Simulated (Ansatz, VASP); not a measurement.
## One calculation of Sc, two programs

```
Sc
1.0
     0.00000    2.31514    2.31514
     2.31514    0.00000    2.31514
     2.31514    2.31514    0.00000
Sc
1
Direct
  0.00000 0.00000 0.00000
```

This isn't the form of Sc at room conditions, which is hcp.

Alike in both runs: task single point; functional PBEsol; k mesh 9 × 9 × 9; occupations fermi-dirac, width 0.05 eV; no spin polarisation.

```csv
,VASP,Ansatz
version,VASP 6.6.1,Ansatz 0.2.0
potentials or method,"VASP PAW PBE potentials, release 64 (Sc_sv)","plane waves, PAW"
plane-wave cutoff (eV),520,500
valence electrons in the cell,11,11
```

|  | VASP | Ansatz | Ansatz less VASP |
| --- | --- | --- | --- |
| pressure (GPa) | -2.6 | -2.6 | +0.01 |

Caveats: the PAW data sets were made with another functional, which shifts forces and pressure a little (VASP).
